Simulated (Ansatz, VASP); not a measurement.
**Cross-check of Ti15BO32 (B_Ti) between VASP and Ansatz**

One calculation is typed for both programs; each brings its own data sets. How far apart do they land? The structure shown is the start of the Ansatz relaxation below; VASP solves that cell, so the two are compared at the walk's first step.

Main program and level: Ansatz 0.2.0; plane waves, with VASP 6.6.1 beside it; single point at r2SCAN.

### 1. The structure

The cell holds 48 atoms: 15 Ti, 32 O and 1 B. Cell: a = 7.556 Å, b = 7.556 Å, c = 9.583 Å, α = 90.0°, β = 90.0°, γ = 90.0°. It derives from TiO2 (TiO2 (I4_1/amd)). Nearest the centre at fractional (0.750, 0.250, 0.500): B48 at 0.05 Å, O16 at 1.93 Å, O35 at 1.94 Å, O37 at 1.95 Å, O32 at 1.95 Å, O45 at 1.96 Å, O39 at 1.98 Å, Ti15 at 3.04 Å.

As a file:

```cif
data_structure
_symmetry_space_group_name_H-M 'P 1'
_symmetry_Int_Tables_number 1
_cell_length_a 7.5557
_cell_length_b 7.5557
_cell_length_c 9.5835
_cell_angle_alpha 90.000
_cell_angle_beta 90.000
_cell_angle_gamma 90.000
_cell_volume 547.11
loop_
_atom_site_label
_atom_site_type_symbol
_atom_site_fract_x
_atom_site_fract_y
_atom_site_fract_z
_atom_site_occupancy
Ti1 Ti 0.99888 0.99872 0.99496 1
Ti2 Ti 0.24366 0.25182 0.50044 1
Ti3 Ti 0.99970 0.25612 0.24803 1
Ti4 Ti 0.24516 0.99651 0.75225 1
Ti5 Ti 0.00102 0.49804 0.00492 1
Ti6 Ti 0.25243 0.75507 0.49725 1
Ti7 Ti 0.00294 0.75570 0.24871 1
Ti8 Ti 0.25033 0.50346 0.75444 1
Ti9 Ti 0.50653 0.99968 0.99917 1
Ti10 Ti 0.49967 0.25627 0.25165 1
Ti11 Ti 0.75251 0.99471 0.74757 1
Ti12 Ti 0.49568 0.50010 0.00395 1
Ti13 Ti 0.74560 0.74713 0.50317 1
Ti14 Ti 0.50287 0.74485 0.25237 1
Ti15 Ti 0.75114 0.50367 0.74575 1
O16 O 0.00077 0.25602 0.45937 1
O17 O 0.25450 0.99995 0.96111 1
O18 O 0.00523 0.99955 0.21046 1
O19 O 0.25401 0.25316 0.70397 1
O20 O 0.99447 0.25108 0.03998 1
O21 O 0.25129 0.99515 0.53932 1
O22 O 0.99740 0.99567 0.78934 1
O23 O 0.25226 0.25071 0.29759 1
O24 O 0.00024 0.75331 0.46180 1
O25 O 0.24568 0.50456 0.95563 1
O26 O 0.00375 0.49729 0.20355 1
O27 O 0.24982 0.74345 0.70657 1
O28 O 0.99568 0.75436 0.04076 1
O29 O 0.25381 0.49533 0.54487 1
O30 O 0.99608 0.49467 0.79275 1
O31 O 0.25255 0.75019 0.29753 1
O32 O 0.49623 0.24941 0.46154 1
O33 O 0.74403 0.99776 0.95868 1
O34 O 0.50289 0.00594 0.20750 1
O35 O 0.75304 0.24885 0.70274 1
O36 O 0.50165 0.24413 0.04474 1
O37 O 0.75171 0.99666 0.53842 1
O38 O 0.49714 0.00333 0.79662 1
O39 O 0.75625 0.24801 0.29340 1
O40 O 0.50622 0.75011 0.45907 1
O41 O 0.74849 0.50392 0.96131 1
O42 O 0.50574 0.49981 0.20987 1
O43 O 0.74614 0.75463 0.70943 1
O44 O 0.50218 0.75001 0.04764 1
O45 O 0.75030 0.50444 0.53885 1
O46 O 0.50642 0.49890 0.79361 1
O47 O 0.75625 0.74823 0.29370 1
B48 B 0.75129 0.24530 0.49647 1
```

### 2. Ansatz: relaxation, r2SCAN

Ansatz runs on its default PAW (the set named soft_2) files.

The two programs are compared at the cell with which this relaxation starts, whose forces are those of its first step.

The input, input.yaml:

```yaml
crystal:
  lattice:
    - [3.77786073, 0.0, 0.0]
    - [0.0, 3.77786073, 0.0]
    - [0.0, 0.0, 9.58347725]
  atoms:
    - { symbol: Ti, position: [0.0, 0.0, 0.0] }
    - { symbol: Ti, position: [0.5, 0.5, 0.5] }
    - { symbol: Ti, position: [0.0, 0.5, 0.25] }
    - { symbol: Ti, position: [0.5, 0.0, 0.75] }
    - { symbol: O, position: [0.0, 0.5, 0.45728385] }
    - { symbol: O, position: [0.5, 0.0, 0.95728385] }
    - { symbol: O, position: [0.0, 0.0, 0.20728385] }
    - { symbol: O, position: [0.5, 0.5, 0.70728385] }
    - { symbol: O, position: [0.0, 0.5, 0.04271615] }
    - { symbol: O, position: [0.5, 0.0, 0.54271615] }
    - { symbol: O, position: [0.0, 0.0, 0.79271615] }
    - { symbol: O, position: [0.5, 0.5, 0.29271615] }
  supercell: [2, 2, 1]
  defects: [{ substitution: { at: 25, symbol: B } }]
basis:
  ecutwfc: 500
  xc_grid: 2
hamiltonian:
  xc: r2scan
kpoints:
  mp_grid: { grid: [1, 1, 1] }
magnetization:
  spin_polarized: true
  initial_magnetization: 1
  spin_locking: { lock_magnetization: hard }
scf:
  occupations: { method: fixed }
  max_iter: 100
output:
  forces: true
  charged_corrections: { epsilon: [6.86, 6.86, 6.3], static_epsilon: [66.3, 66.3, 30.29] }
relax:
  f_tol: 0.02
  max_steps: 80
  random_displacement: { amplitude: 0.05, seed: 580 }
checkpoint:
  write: "../q0_M1.relax.run"
  compress: false
  write_wavefunctions: true
  write_every: 100000
```

Launch:

```sh
$ ansatz run input.yaml --threads 4 --pin off --max-ram 6594MiB --backend cpu --events-out ev --progress --plain --runs-dir out
```

Numbers of over 12 decimals in the logs are rounded to 6 here.

What it wrote:

```text
Warning: This run holds its total moment fixed (magnetization.spin_locking.lock_magnetization: hard) and mixes its density by anderson or broyden (scf.mixing.algorithm, typed or taken by auto). Slabs with a fixed moment have converged under broyden above another state at the same moment, at the default mixing steps and at smaller ones, and under scf.lower_state_search: standard, light or off a state that such a mixer [...]
Engine: ansatz 0.2.0, aarch64-unknown-linux-gnu
Pseudopotentials: kind: paw
Pseudopotential: Ti, paw, valence charge 12, recommended cutoff 500 eV (meta_gga), Ti.paw.azcp
Pseudopotential: O, paw, valence charge 6, recommended cutoff 500 eV (meta_gga), O.paw.azcp
Pseudopotential: B, paw, valence charge 3, recommended cutoff 500 eV (meta_gga), B.paw.azcp
Functional definition: r2SCAN
  parameter k0 = 0.174
  parameter k1 = 0.065
  parameter a1 = 4.9479
  exchange = r2scan_x(k0 = k0, k1 = k1, a1 = a1)
  correlation = r2scan_c
Crystal: 48 atoms, lattice volume = 547.110 Å³
Basis set: ecut = 500 eV, 13875 PW (Γ), exchange–correlation on 120×120×144 points (8 copies of the dense FFT grid, shifted against one another)
Bands: 236, of which v1, the nominal top of the filled ones, is band 188 counted from 1 (187 counted from 0)
Symmetry: 1 space group operations
k-points: 1
Non-local potential: Ti, projectors of the file, l = 0: 3, l = 1: 2, l = 2: 3, l = 3: 1
Non-local potential: O, projectors of the file, l = 0: 2, l = 1: 2, l = 2: 1
Non-local potential: B, projectors of the file, l = 0: 2, l = 1: 2, l = 2: 1
PAW form: soft (Blöchl's): semilocal exchange-correlation on the pseudo side does not see the compensation charge
PAW frozen core: Ti, regenerated for the run's functional (the file was generated under x = pbe(κ = 0.804, μ = 0.219515), c = pbe(β = 0.066725))
PAW frozen core: O, regenerated for the run's functional (the file was generated under x = pbe(κ = 0.804, μ = 0.219515), c = pbe(β = 0.066725))
PAW frozen core: B, regenerated for the run's functional (the file was generated under x = pbe(κ = 0.804, μ = 0.219515), c = pbe(β = 0.066725))
PAW one-centre angular grid: Ti, 590 points (default); XC on 160 Gauss nodes
PAW one-centre angular grid: O, 302 points (default); XC on 160 Gauss nodes
PAW one-centre angular grid: B, 302 points (default); XC on 160 Gauss nodes
Initial density: superposition of atomic densities (chi_scale 0.1, normalization cell, long waves kept (reshape's long-wave potential 0.36 eV rms))
Starting moments: Σ|m| = 1 μB on 48 of 48 sites
Initial wavefunctions: pseudopotential atomic-orbital guess
Functional: x = r2scan, c = r2scan; τ floored in thin density (d = 2e-4 eV/Å³)
SCF iter   1: F=—  HF=-55987.109190 eV  |F-HF|=—  |Δ(HF+E_count)|=         —  Δρ=4.13e-2 (↑3.77e-2 ↓4.13e-2)  dr2=4.50e1  dr2_τ=1.36e0  dr2_m=3.08e-1  M=1.000 μB ∫|m|=1.074 μB  β_m=1.20  ethr=3.10e-3  ⟨swp⟩=3.0  Hψ=1438  notcnv=0  defer=84
preconditioner: auto → Resta (q_TF=auto, 2.562 Å⁻¹)  ε∞=6.6  [insulator: Δε(μ)=0.099 eV  Ē_g=10.748 eV  n_scr=138 (ndim 8)  ℏωp=25.4 eV  f_vac=0.000  ε∞_Penn≈6.6]
spin=Collinear: Resta preconditioning applied to the charge; magnetization (m = ρ↑ − ρ↓) channel mixes plain (no charge-response kernel on spin).
SCF iter   2: F=—  HF=-55982.942259 eV  |F-HF|=—  |Δ(HF+E_count)|=    4.17e0  Δρ=2.31e-2 (↑2.28e-2 ↓2.31e-2)  dr2=1.64e1  dr2_τ=1.67e-1  dr2_m=2.10e-2  M=1.000 μB ∫|m|=1.220 μB  β_m=1.20  ethr=3.10e-3  ⟨swp⟩=2.0  Hψ=769  notcnv=0  defer=85  κ⁻¹=1.0e0(r=1)
SCF iter   3: F=—  HF=-55982.339728 eV  |F-HF|=—  |Δ(HF+E_count)|=   6.03e-1  Δρ=1.52e-2 (↑1.45e-2 ↓1.52e-2)  dr2=5.38e0  dr2_τ=5.01e-2  dr2_m=3.84e-2  M=1.000 μB ∫|m|=1.309 μB  β_m=1.20  ethr=3.10e-3  ⟨swp⟩=2.0  Hψ=698  notcnv=0  defer=92  κ⁻¹=1.2e-1(r=2)
SCF iter   4: F=—  HF=-55982.259067 eV  |F-HF|=—  |Δ(HF+E_count)|=   8.07e-2  Δρ=8.93e-3 (↑7.79e-3 ↓8.93e-3)  dr2=1.49e0  dr2_τ=1.65e-2  dr2_m=1.28e-2  M=1.000 μB ∫|m|=1.383 μB  β_m=1.20  ethr=1.43e-3  ⟨swp⟩=2.0  Hψ=732  notcnv=0  defer=92  κ⁻¹=2.6e-2(r=3)
SCF iter   5: F=—  HF=-55982.247427 eV  |F-HF|=—  |Δ(HF+E_count)|=   1.16e-2  Δρ=5.96e-3 (↑4.56e-3 ↓5.96e-3)  dr2=4.24e-1  dr2_τ=1.27e-2  dr2_m=3.94e-2  M=1.000 μB ∫|m|=1.419 μB  β_m=1.20  ethr=3.96e-4  ⟨swp⟩=2.0  Hψ=610  notcnv=0  defer=92  κ⁻¹=1.6e-2(r=4)
[...]
--- Band table (eV) ---
  k-point 0 ↑: bands = [... 184 lower, 6.4268, 6.4459, 6.4728, 6.5484, 9.2946, 9.5267, 9.6815, 9.8737, ... 44 higher]
  k-point 0 ↓: bands = [... 184 lower, 6.4592, 6.5289, 6.5752, 7.5805, 9.2974, 9.5359, 9.6853, 9.8686, ... 44 higher]
--- Relaxed structure (27 steps of the walk, 22 accepted, 0 SCFs on fresh bases) ---
  F+E_penalty+E_count = -55987.32562339 eV   max|allowed force component| = 1.817e-2 eV/Å
  atoms:
    - { symbol: Ti, position: [-0.00692082, 0.00689898, 0.000993748] }
    - { symbol: Ti, position: [0.234484, 0.262931, 0.508288] }
    - { symbol: Ti, position: [-0.00564772, 0.251024, 0.261441] }
    - { symbol: Ti, position: [0.253865, 0.00401904, 0.754978] }
    - { symbol: O, position: [-0.00727004, 0.232573, 0.473712] }
    - { symbol: O, position: [0.250390, -0.00760688, 0.957581] }
    - { symbol: O, position: [-0.016314, 0.00640951, 0.208736] }
    - { symbol: O, position: [0.233321, 0.256438, 0.710583] }
    - { symbol: O, position: [0.00363319, 0.251948, 0.048434] }
    - { symbol: O, position: [0.261533, 0.0038787, 0.543655] }
    - { symbol: O, position: [-0.00418917, 0.019614, 0.793348] }
    - { symbol: O, position: [0.238999, 0.263545, 0.300238] }
    - { symbol: Ti, position: [-0.011292, 0.500491, -0.0041442] }
    - { symbol: Ti, position: [0.248962, 0.755889, 0.497767] }
    - { symbol: Ti, position: [0.00110703, 0.746621, 0.247319] }
    - { symbol: Ti, position: [0.258266, 0.504379, 0.753851] }
    - { symbol: O, position: [0.00990855, 0.753721, 0.452497] }
    - { symbol: O, position: [0.251561, 0.496267, 0.953736] }
    - { symbol: O, position: [-0.025504, 0.496767, 0.209372] }
    - { symbol: O, position: [0.242545, 0.756607, 0.707947] }
    - { symbol: O, position: [0.0040325, 0.748975, 0.042658] }
    - { symbol: O, position: [0.268038, 0.504577, 0.542832] }
    - { symbol: O, position: [-0.00652907, 0.504515, 0.787472] }
    - { symbol: O, position: [0.251420, 0.752746, 0.287282] }
    - { symbol: Ti, position: [0.500898, 0.00902664, 0.00294022] }
    - { symbol: B, position: [0.809337, 0.187742, 0.502815] }
    - { symbol: Ti, position: [0.503238, 0.237584, 0.273565] }
    - { symbol: Ti, position: [0.751370, 0.00805161, 0.739667] }
    - { symbol: O, position: [0.472711, 0.195880, 0.475536] }
    - { symbol: O, position: [0.748429, -0.00241991, 0.954143] }
    - { symbol: O, position: [0.503240, 0.00417425, 0.211147] }
    - { symbol: O, position: [0.749044, 0.250615, 0.649513] }
    - { symbol: O, position: [0.501890, 0.249354, 0.052001] }
    - { symbol: O, position: [0.784605, 0.00331442, 0.530016] }
    - { symbol: O, position: [0.500706, 0.030219, 0.793440] }
    - { symbol: O, position: [0.739839, 0.244277, 0.355679] }
    - { symbol: Ti, position: [0.505044, 0.496047, -0.000527995] }
    - { symbol: Ti, position: [0.745795, 0.756943, 0.496210] }
    - { symbol: Ti, position: [0.504566, 0.737498, 0.247375] }
    - { symbol: Ti, position: [0.756414, 0.496175, 0.721199] }
    - { symbol: O, position: [0.499355, 0.753216, 0.453407] }
    - { symbol: O, position: [0.748852, 0.487971, 0.951082] }
    - { symbol: O, position: [0.512036, 0.490575, 0.214727] }
    - { symbol: O, position: [0.729343, 0.766756, 0.702952] }
    - { symbol: O, position: [0.503088, 0.745676, 0.044952] }
    - { symbol: O, position: [0.777334, 0.527400, 0.533498] }
    - { symbol: O, position: [0.505308, 0.494810, 0.787051] }
    - { symbol: O, position: [0.750815, 0.761603, 0.289870] }
```

### 3. VASP: single point, r2SCAN, start cell

The same cell, functional and mesh now go to VASP, with its own data sets.

Lines of VASP's logs that name or quote its potential files are left out, and so is its time.

The input, INCAR:

```
SYSTEM = Ti15BO32
PREC = Accurate
ENCUT = 580
EDIFF = 1E-06
NELM = 200
ISMEAR = 0
SIGMA = 0.01
LREAL = Auto
ALGO = Normal
METAGGA = R2SCAN
LASPH = .TRUE.
NBANDS = 224
ISPIN = 2
MAGMOM = -0 -0.02 0 -0 -0 -0 -0 -0 -0 -0.02 -0 -0 -0 -0 -0 -0 0 0 0.01 0 0.23 0 0.02 0.03 0 0 0.01 0 0.02 0 0.01 0.54 0 0.01 0.01 0 0 0 0.04 0 0 0.01 0 0 0.01 0 0 -0
LMAXMIX = 4
LORBIT = 11
LWAVE = .FALSE.
LCHARG = .FALSE.
ISIF = 2
NUPDOWN = 1
GGA_COMPAT = .FALSE.
LMIXTAU = .TRUE.
NCORE = 2
```

The input, POSCAR:

```
Ti15BO32
1.0
    7.5557214537      0.0000000000      0.0000000000
    0.0000000000      7.5557214537      0.0000000000
    0.0000000000      0.0000000000      9.5834772461
Ti O B
15 32 1
Direct
    0.9988774070      0.9987191164      0.9949584061
    0.2436636940      0.2518240001      0.5004424675
    0.9997031389      0.2561180970      0.2480256319
    0.2451564700      0.9965123119      0.7522531556
    0.0010233305      0.4980376822      0.0049169001
    0.2524251339      0.7550713767      0.4972471763
    0.0029396266      0.7556999070      0.2487141085
    0.2503280476      0.5034563573      0.7544416097
    0.5065256870      0.9996774630      0.9991723255
    0.4996666464      0.2562704319      0.2516466558
    0.7525101388      0.9947114249      0.7475672781
    0.4956790722      0.5000979752      0.0039507581
    0.7455973641      0.7471273305      0.5031690352
    0.5028681938      0.7448460130      0.2523653928
    0.7511416395      0.5036677203      0.7457516532
    0.0007690861      0.2560164521      0.4593701103
    0.2544994560      0.9999515599      0.9611093931
    0.0052311351      0.9995529216      0.2104598308
    0.2540094962      0.2531643089      0.7039667155
    0.9944684303      0.2510811193      0.0399823561
    0.2512928794      0.9951472536      0.5393185445
    0.9974023659      0.9956737421      0.7893409465
    0.2522634022      0.2507081569      0.2975868703
    0.0002380977      0.7533125771      0.4617965783
    0.2456838849      0.5045553920      0.9556279798
    0.0037478883      0.4972872575      0.2035536737
    0.2498224705      0.7434469408      0.7065713025
    0.9956822125      0.7543550983      0.0407558749
    0.2538117653      0.4953321828      0.5448714351
    0.9960774097      0.4946705649      0.7927525474
    0.2525467636      0.7501852781      0.2975293755
    0.4962270013      0.2494108619      0.4615448951
    0.7440298103      0.9977574610      0.9586763514
    0.5028943991      0.0059446342      0.2075000492
    0.7530436418      0.2488510212      0.7027405426
    0.5016522940      0.2441303602      0.0447430498
    0.7517140534      0.9966580293      0.5384206450
    0.4971448488      0.0033267505      0.7966243154
    0.7562498214      0.2480067604      0.2934027940
    0.5062181055      0.7501136767      0.4590666714
    0.7484911976      0.5039242147      0.9613128683
    0.5057420424      0.4998101138      0.2098728831
    0.7461381464      0.7546331657      0.7094302856
    0.5021815618      0.7500115025      0.0476417889
    0.7503043931      0.5044358799      0.5388520124
    0.5064248363      0.4988968986      0.7936136128
    0.7562524684      0.7482296740      0.2937023721
    0.7512925185      0.2452975552      0.4964734488
```

The input, KPOINTS:

```
Automatic mesh
0
Gamma
1 1 1
0 0 0
```

PAW data sets: Ti_sv, O and B (PBE family, release 64).

Launch:

```sh
$ mpirun -np 8 vasp_gam
```

What it wrote:

```text
[banner, memory and clock lines left out]
running    8 mpi-ranks, on    1 nodes
[...]
|                                                                             |
|               ----> ADVICE to this user running VASP <----                  |
|                                                                             |
|     You enforced a specific xc type in the INCAR file but a different       |
|     [... a line on the potential file left out ...]
|     I HOPE YOU KNOW WHAT YOU ARE DOING!                                     |
|                                                                             |

 LDA part: xc-table for (None), standard interpolation
 POSCAR, INCAR and KPOINTS ok, starting setup
[...]
entering main loop
       N       E                     dE             d eps       ncg     rms          rms(c)
DAV:   1     0.784304250912E+04    0.78430E+04   -0.22298E+05   896   0.227E+03
DAV:   2     0.133940893338E+04   -0.65036E+04   -0.62686E+04   896   0.700E+02
DAV:   3    -0.520981566323E+03   -0.18604E+04   -0.17678E+04  1120   0.308E+02
DAV:   4    -0.767751952194E+03   -0.24677E+03   -0.24487E+03  1256   0.122E+02
[...]
DAV:  20    -0.542189307003E+03   -0.12447E-03   -0.60652E-05  1024   0.256E-02    0.123E-02
DAV:  21    -0.542189309307E+03   -0.23035E-05   -0.11498E-05  1000   0.117E-02    0.708E-03
DAV:  22    -0.542189309961E+03   -0.65441E-06   -0.45491E-06   840   0.689E-03
   1 F= -.54218931E+03 E0= -.54218931E+03  d E =-.586311E-13  mag=     1.0000
```

OUTCAR, selected parts (step 3):

```text
  Total      -18.7234481    -16.0431854      9.1054431      0.2592982     -0.5412686      1.5683978
  in kB      -54.8304008    -46.9814255     26.6646983      0.7593381     -1.5850699      4.5929510
  external PRESSURE =     -25.0490427 kB  Pullay stress =       0.0000000 kB

 POSITION                                       TOTAL-FORCE (eV/Angst)
 -----------------------------------------------------------------------------------
      7.54724      7.54604      9.53516         0.400417      0.119812      1.058677
      1.84106      1.90271      4.79598        -0.312870     -0.039054     -0.214381
      7.55348      1.93516      2.37695        -0.357762     -0.898575      1.151571
      1.85233      7.52937      7.20920         1.374058      0.673866     -0.144627
      0.00773      3.76303      0.04712        -1.258341      0.085587     -1.442376
      1.90725      5.70511      4.76536        -0.344254     -0.689909      0.667701
      0.02221      5.70986      2.38355        -0.647880      0.397025      0.176922
      1.89141      3.80398      7.23017        -0.058532     -0.936964     -0.744072
      3.82717      7.55328      9.57555        -0.837118      0.093901      0.972382
      3.77534      1.93631      2.41165         0.513711     -1.783712      0.539387
      5.68576      7.51576      7.16429        -1.285128      2.120508     -0.309837
      3.74521      3.77860      0.03786         1.378638     -0.222656     -1.071500
      5.63353      5.64509      4.82211         0.884629     -0.084514     -0.002234
      3.79953      5.62785      2.41854         0.598126      1.625078     -0.351424
[...]
-----------------------------------------------------------------------------------
    total drift:                                0.005635     -0.003178     -0.032512

  FREE ENERGIE OF THE ION-ELECTRON SYSTEM (eV)
  ---------------------------------------------------
  free  energy   TOTEN  =      -542.1893099609 eV

  energy  without entropy=     -542.1893099609  energy(sigma->0) =     -542.18930996

 magnetization (x)
# of ion       s       p       d       tot
------------------------------------------
    1       -0.000   0.001  -0.002  -0.001
    2       -0.001  -0.002  -0.030  -0.033
    3       -0.000  -0.000  -0.003  -0.003
    4       -0.000  -0.000  -0.003  -0.003
    5       -0.000   0.001  -0.002  -0.001
    6       -0.001  -0.002  -0.029  -0.032
    7       -0.000  -0.001  -0.007  -0.008
    8       -0.000  -0.001  -0.007  -0.008
    9       -0.000   0.002  -0.003  -0.001
   10       -0.001  -0.001  -0.014  -0.016
   11       -0.001  -0.001  -0.010  -0.011
   12       -0.000   0.001  -0.002  -0.001
   13       -0.001  -0.002  -0.024  -0.027
[...]
--------------------------------------------------
tot          0.008   0.998  -0.141   0.865

[... 3 further parts left out ...]
[key lines of the parts left out:]
E-fermi :   3.0831
```

The magnetic state follows from one typed start and may not be the lowest. The PAW data sets were made with PBE, which is usual practice but a small mismatch for other functionals.

### 4. Comparison

Known differences besides the potentials themselves: VASP starts from the moments at which Ansatz ended; VASP keeps PBE cores, Ansatz makes them for the functional; fixed occupations in Ansatz, narrow Gaussian smearing in VASP; the cutoff is 500 eV in Ansatz and 580 eV in VASP (PREC = Accurate, projectors in real space); in our runs with r2SCAN, forces from VASP's data set Ti_sv part from Ansatz's all-electron ones, so neither program is the reference here. Total energies have different zeros and are not compared.

Forces on 8 of the 48 atoms, those with the largest forces and the largest differences (eV/Å; atoms numbered as in POSCAR):

```tsv
atom	Ansatz x, y, z	VASP x, y, z
Ti6	-0.361, -0.606, 0.623	-0.344, -0.690, 0.668
Ti11	-1.247, 2.048, -0.308	-1.285, 2.121, -0.310
O16	-2.412, -0.251, 0.681	-2.528, -0.249, 0.701
O32	3.038, -0.018, 0.777	3.104, -0.020, 0.813
O35	-0.153, -0.196, -2.408	-0.151, -0.199, -2.423
O37	-0.072, 2.743, -0.811	-0.071, 2.823, -0.851
O39	-0.622, 0.112, 2.578	-0.672, 0.110, 2.604
O45	-0.051, -1.873, -0.579	-0.051, -1.991, -0.623
```

The forces differ by 34 meV/Å r.m.s., which is 3.9 % of the r.m.s. force of 0.855 eV/Å (both taken over all components). Moments aren't recorded for both runs of this pair, so they may hold unlike magnetic states.

### 5. Outcome

- r.m.s. force difference (single point, r2SCAN, start cell): 3.9 % of the r.m.s. force

**Reading.** The r.m.s. force difference is 3.9 % of the r.m.s. force (single point, r2SCAN, start cell), beyond the 3 % picked in this series as the mark of a large difference. What causes the difference of the single point, r2SCAN, start cell pair stays open here. 1 further run of this series is not shown here. Such differences can come from data sets, numerical settings and the points named under the comparisons, not from the functional's error against experiment.

[Lines on the potential files, build, host, timing and source positions are cut from VASP's logs without a mark.]

[Logs are printed without paths, hosts, clocks, repeated set-up lines and the standing remarks that a program may print on its own settings, such as how far it seeks lower states.]

[Hosts, paths, dates, database ids (printed as entryN), source tags and the programs' standing remarks are cut or masked in the printed files.]
